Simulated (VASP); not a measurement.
# Pb: single point with PBEsol

Crystal: Pb.

```
Pb
1.0
    -1.73608   -3.00698    0.00000
    -1.73608    3.00698    0.00000
     0.00000    0.00000   -5.72722
Pb
2
Direct
  0.33333 0.66667 0.25000
  0.66667 0.33333 0.75000
```

This isn't the form of Pb at room conditions, which is fcc.

| Item | Value |
| --- | --- |
| Program | VASP 6.6.1 |
| Task | single point |
| Functional | PBEsol |
| Potentials or basis | VASP PAW PBE potentials, release 64 (Pb_d) |
| Cutoff | 520 eV |
| k mesh | 15 × 15 × 8 |
| Occupations | gaussian, width 0.1 eV |
| Spin | no spin polarisation |

```yaml
Pressure: -0.1 GPa
Band_gap_on_the_k_mesh: none (metal or under the smearing width)
```

Levels at points of the mesh, in eV from the Fermi level:
```
           k point  band 11  band 12  band 13  band 14  band 15  band 16  band 17  band 18
(0.00, 0.00, 0.00)   -11.82    -8.19    -4.26     5.80     5.80     7.51     7.58     7.58
(0.00, 0.00, 0.50)   -10.62   -10.62     0.69     0.69     6.65     6.65     6.65     6.65
```

Run time: 86 s on 1 thread of Intel(R) Xeon(R) 6975P-C (Granite Rapids) (shared host), peak memory 0.27 GiB.

Caveat: the PAW data sets were made with another functional, which shifts forces and pressure a little. Spin-orbit coupling is left out, which matters for the levels of Pb.
